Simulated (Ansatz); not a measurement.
# Bi2Te3: the cost of one run

Computed with Ansatz 0.2.0 (DFT PBE, scalar-relativistic, plane waves, PAW, unless a step's input says otherwise).

2 further runs of the same task are left out: 2 set aside as unsound or not needed. Runs told in other sessions of the task aren't counted.

### 1 The system as given

The structure is trigonal, space group R-3m (No. 166). The conventional cell has a = 4.469 Å, b = 4.469 Å, c = 29.570 Å, α = 90.00°, β = 90.00°, γ = 120.00°. Around Bi (site symmetry 3m) lie 3 Te at 3.14 Å and 3 Bi at 3.42 Å. Around Te (site symmetry -3m) lie 6 Te at 3.27 Å. Te (site symmetry 3m) is surrounded by 3 Bi at 3.14 Å and 3 Te at 3.27 Å.

Coordinates:

```
Bi Te
1.0
     2.23441    1.29003    9.85667
    -2.23441    1.29003    9.85667
     0.00000   -2.58007    9.85667
Bi Te
2 3
Direct
  0.80967 0.80967 0.80967
  0.40033 0.40033 0.40033
  0.60500 0.60500 0.60500
  0.20359 0.20359 0.20359
  0.00641 0.00641 0.00641
```

It is the result of an earlier relaxation at this level (volume 34.09 Å³/atom; gap on the mesh: none (metal)).

### 2 The bulk in the cell of the plane

Contents of input.yaml:

```yaml
crystal:
  lattice:
    - [4.4688122866, 0.0, 0.0]
    - [-2.2344061433, 3.8701049649, 0.0]
    - [2.2344061433, 1.2900349883, 9.8566679406]
  atoms:
    - { symbol: Bi, position: [0.3806635986, 0.1903317993, 0.4290046022] }
    - { symbol: Bi, position: [0.1993365163, 0.5996682581, 0.2009952256] }
    - { symbol: Te, position: [0.789999054, 0.394999527, 0.815001419] }
    - { symbol: Te, position: [0.5928217536, 0.7964108768, 0.6107673696] }
    - { symbol: Te, position: [-0.0128209224, -0.0064104612, 0.0192313836] }
basis:
  ecutwfc: 420
kpoints:
  mp_grid: { grid: [9, 9, 4] }
hamiltonian:
  xc: pbe
scf:
  occupations: { method: gaussian, width: 0.1 }
output:
  forces: true
  stress: true
  eigenvalues: true
```

Started as:

```
$ ansatz run input.yaml --threads 4 --pin off --max-ram 9216MiB --backend cpu --events-out ev --progress --plain --runs-dir out
```

Q: Estimate wall time and peak memory on 4 threads of Arm Neoverse V1, shared host.

About 12 s, with a peak of 0.85 GiB.
